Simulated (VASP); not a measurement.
# Rb (Im-3m) in VASP: notebook, part 2 of 2

VASP 6.6.1.

### 3 Relaxation of cell and atoms, PBE

This run uses another cell than the first one, of 91.04 Å³/atom, 1.034 times its volume.

Input file INCAR:

```
SYSTEM = Rb
PREC = Accurate
ENCUT = 600
EDIFF = 1E-7
ISMEAR = 1
SIGMA = 0.1
LREAL = .FALSE.
LASPH = .TRUE.
NELM = 80
ALGO = Normal
ISIF = 3
LWAVE = .FALSE.
LCHARG = .FALSE.
GGA = PE
IBRION = 2
NSW = 90
EDIFFG = -0.005
```

Input file KPOINTS:

```
regular mesh
0
G
  10 10 10
  0 0 0
```

Input file POSCAR:

```
Rb                                      
1.0
   -2.8339648471      2.8339648471      2.8339648471
    2.8339648471     -2.8339648471      2.8339648471
    2.8339648471      2.8339648471     -2.8339648471
  Rb            
     1
Direct
     0.0000000000000000    0.0000000000000000    0.0000000000000000
```

Potentials or basis: VASP PAW PBE potentials, release 64 (Rb_sv).

Command:

```console
$ cat potpaw_PBE.64/Rb_sv/POTCAR > POTCAR
$ mpirun -np 1 vasp_std > vasp.out
```

OUTCAR:

```text
SYSTEM = Rb
   PREC = Accurate
   ENCUT = 600
   EDIFF = 1E-7
   ISMEAR = 1
   LREAL = .FALSE.
   LASPH = .TRUE.
   NELM = 80
   ISIF = 3
   GGA = PE
   IBRION = 2
   NSW = 90
   EDIFFG = -0.005

 ion  position               nearest neighbor table
   1  0.000  0.000  0.000-

  LATTYP: Found a body centered cubic cell.
 ALAT       =     5.6679296942

  Lattice vectors:

 A1 = (  -2.8339648471,   2.8339648471,   2.8339648471)
 A2 = (   2.8339648471,  -2.8339648471,   2.8339648471)
 A3 = (   2.8339648471,   2.8339648471,  -2.8339648471)

Analysis of symmetry for initial positions (statically):
=====================================================================
 Subroutine PRICEL returns:
 Original cell was already a primitive cell.

 Routine SETGRP: Setting up the symmetry group for a
 body centered cubic supercell.

 Subroutine GETGRP returns: Found 48 space group operations
 (whereof 48 operations were pure point group operations)
 out of a pool of 48 trial point group operations.

The static configuration has the point symmetry O_h .

Analysis of symmetry for dynamics (positions and initial velocities):
=====================================================================
 Subroutine PRICEL returns:
 Original cell was already a primitive cell.

 Routine SETGRP: Setting up the symmetry group for a
 body centered cubic supercell.

 Subroutine GETGRP returns: Found 48 space group operations
 (whereof 48 operations were pure point group operations)
 out of a pool of 48 trial point group operations.

The dynamic configuration has the point symmetry O_h .

 Subroutine INISYM returns: Found 48 space group operations
 (whereof 48 operations are pure point group operations),
 and found     1 'primitive' translations

----------------------------------------------------------------------------------------

                                     Primitive cell

  volume of cell :      91.0423
[... 111 lines left out ...]
   LORBIT       =      0    0 simple, 1 ext, 2 COOP (PROOUT), +10 PAW based schemes
   GGA     = PE    functional components
   LHFCALC =     F    Hartree Fock is set to
   AEXX    =    0.0000 exact exchange contribution
   IVDW    =     0    specifies the selected vdW correction
   LEPSILON=     F    determine dielectric tensor
   LRPA    =     F    only Hartree local field effects (RPA)
 conjugate gradient relaxation of ions
 non-spin polarized calculation
 Methfessel and Paxton  Order N= 1 SIGMA  =   0.10
  energy-cutoff  :      600.00
  volume of cell :       91.04
 maximum number of plane-waves:      3062
   NGX = 19   NGY = 19   NGZ = 19

 number of electron       9.0000000 magnetization

 Free energy of the ion-electron system (eV)
  ---------------------------------------------------
  ext. energy  EPLUGINS =         0.00000000
  ---------------------------------------------------
  free energy    TOTEN  =        -0.93273397 eV

  energy without entropy =       -0.93194378  energy(sigma->0) =       -0.93247057

 E-fermi :   0.0165     XC(G=0):  -5.4656

 val. band max:        0.0105385494   @ k =  -0.3000   0.4000   0.2000
 cond. band min:       0.0929605531   @ k =  -0.4000   0.4000   0.2000
 fundamental gap:      0.0824220037
 Fermi energy:         0.0165015078

 k-point     1 :       0.0000    0.0000    0.0000
  band No.  band energies     occupation
      1     -28.8923      2.00000
      2     -12.9346      2.00000
      3     -12.9346      2.00000
      4     -12.9346      2.00000
      5      -1.9608      2.00000
      6       3.6891      0.00000
      7       3.6891      0.00000
      8       3.6891      0.00000
[... 243 lines left out ...]
 k-point    24 :      -0.3000    0.3000    0.1000
  band No.  band energies     occupation
      1     -28.8893      2.00000
      2     -12.9963      2.00000
      3     -12.9590      2.00000
      4     -12.9418      2.00000
      5      -0.8570      2.00000
      6       2.1273      0.00000
      7       2.9159      0.00000
      8       3.7671      0.00000

 [... further k-points ...]

------------------------ aborting loop because EDIFF is reached ----------------------------------------

  FORCE on cell =-STRESS in cart. coord.  units (eV):
  Direction    XX          YY          ZZ          XY          YZ          ZX
  --------------------------------------------------------------------------------------
  -------------------------------------------------------------------------------------
  Total        0.0046940      0.0046940      0.0046940     -0.0000000     -0.0000000      0.0000000
  in kB        0.0826052      0.0826052      0.0826052     -0.0000000     -0.0000000      0.0000000
  external PRESSURE =       0.0826052 kB  Pullay stress =       0.0000000 kB

 VOLUME and BASIS-vectors are now :
 -----------------------------------------------------------------------------
  energy-cutoff  :      600.00
  volume of cell :       91.04
      direct lattice vectors                 reciprocal lattice vectors
    -2.833964847  2.833964847  2.833964847     0.000000000  0.176431264  0.176431264
     2.833964847 -2.833964847  2.833964847     0.176431264  0.000000000  0.176431264
     2.833964847  2.833964847 -2.833964847     0.176431264  0.176431264  0.000000000

 POSITION                                       TOTAL-FORCE (eV/Angst)
 -----------------------------------------------------------------------------------
      0.00000      0.00000      0.00000        -0.000000     -0.000000      0.000000
 -----------------------------------------------------------------------------------
    total drift:                                0.000000      0.000000     -0.000000

  FREE ENERGIE OF THE ION-ELECTRON SYSTEM (eV)
  ---------------------------------------------------
  free  energy   TOTEN  =        -0.9327339704 eV

  energy  without entropy=       -0.9319437819  energy(sigma->0) =       -0.93247057

 reached required accuracy - stopping structural energy minimisation
```

OSZICAR:

```text
N       E                     dE             d eps       ncg     rms          rms(c)
DAV:   1     0.473848947921E+02    0.47385E+02   -0.35168E+03   752   0.902E+02
DAV:   2     0.178019588434E+01   -0.45605E+02   -0.44495E+02   864   0.141E+02
DAV:   3    -0.853277372486E+00   -0.26335E+01   -0.26317E+01   992   0.402E+01
DAV:   4    -0.930693766057E+00   -0.77416E-01   -0.77324E-01  1224   0.556E+00
DAV:   5    -0.931131433522E+00   -0.43767E-03   -0.43766E-03  1176   0.376E-01    0.124E+00
DAV:   6    -0.931682530728E+00   -0.55110E-03   -0.17816E-03  1208   0.289E-01    0.749E-01
DAV:   7    -0.932609161318E+00   -0.92663E-03   -0.33466E-03   928   0.403E-01    0.453E-02
DAV:   8    -0.932724834562E+00   -0.11567E-03   -0.12282E-04  1072   0.109E-01    0.180E-02
DAV:   9    -0.932734312380E+00   -0.94778E-05   -0.80564E-06  1232   0.262E-02    0.462E-03
DAV:  10    -0.932733946731E+00    0.36565E-06   -0.33288E-06  1176   0.118E-02    0.961E-04
DAV:  11    -0.932733970373E+00   -0.23642E-07   -0.58820E-08  1008   0.201E-03
   1 F= -.93273397E+00 E0= -.93247057E+00  d E =-.932734E+00
```

CONTCAR:

```text
Rb
   1.00000000000000
    -2.8339648470999999    2.8339648470999999    2.8339648470999999
     2.8339648470999999   -2.8339648470999999    2.8339648470999999
     2.8339648470999999    2.8339648470999999   -2.8339648470999999
  Rb
     1
Direct
     0.0000000000000000    0.0000000000000000    0.0000000000000000

  0.00000000E+00  0.00000000E+00  0.00000000E+00
```

Wall time 27 s (1 thread of Intel Xeon Platinum 8488C (Sapphire Rapids), shared host); peak memory 0.25 GiB.

What came out:

| Property | Result |
| --- | --- |
| Free energy | -0.9327 eV |
| Pressure after relaxing | 0.0 GPa |
| Band gap on the k mesh | none (metal or under the smearing width) |

Final structure:
```
CELL_PARAMETERS angstrom
-2.83396 2.83396 2.83396
2.83396 -2.83396 2.83396
2.83396 2.83396 -2.83396
ATOMIC_POSITIONS crystal
Rb 0.00000 0.00000 0.00000
```

Caveat: the relaxation stopped at its first step, so nothing moved.

### 4 Relaxation of the atoms, PBE (a relaxed cell with its volume scaled by 0.94)

Input file INCAR:

```
SYSTEM = Rb
PREC = Accurate
ENCUT = 600
EDIFF = 1E-7
ISMEAR = 1
SIGMA = 0.1
LREAL = .FALSE.
LASPH = .TRUE.
NELM = 80
ALGO = Fast
ISIF = 2
LWAVE = .FALSE.
LCHARG = .FALSE.
GGA = PE
IBRION = 2
NSW = 40
EDIFFG = -0.01
```

KPOINTS is that of step 3.

Input file POSCAR:

```
Rb                                      
1.0
   -2.7761125968      2.7761125968      2.7761125968
    2.7761125968     -2.7761125968      2.7761125968
    2.7761125968      2.7761125968     -2.7761125968
  Rb            
     1
Direct
     0.0000000000000000    0.0000000000000000    0.0000000000000000
```

Command:

```console
$ cat potpaw_PBE.64/Rb_sv/POTCAR > POTCAR
$ mpirun -np 1 vasp_std > vasp.out
```

Run time: 41 s. Hardware: 1 thread of Intel Xeon Platinum 8488C (Sapphire Rapids), shared host; peak memory 0.25 GiB.

The run converged. Its results:

```yaml
Free_energy: -0.9293 eV
Pressure_after_relaxing: 0.2 GPa
Band_gap_on_the_k_mesh: none (metal or under the smearing width)
```

Final structure:
```xyz
1
Lattice="-2.7761 2.7761 2.7761 2.7761 -2.7761 2.7761 2.7761 2.7761 -2.7761" Properties=species:S:1:pos:R:3 pbc="T T T"
Rb    0.0000    0.0000    0.0000
```

Levels at points of the mesh, in eV from the Fermi level:
```tsv
k point	band 1	band 2	band 3	band 4	band 5	band 6	band 7	band 8
(0.00, 0.00, 0.00)	-28.88	-12.92	-12.92	-12.92	-2.06	3.73	3.73	3.73
(0.50, 0.00, 0.00)	-28.88	-13.04	-12.96	-12.92	0.22	0.82	2.59	4.38
(0.50, 0.50, 0.50)	-28.87	-13.00	-13.00	-13.00	1.21	1.21	3.41	3.41
```

Caveat: the relaxation stopped at its first step, so nothing moved.
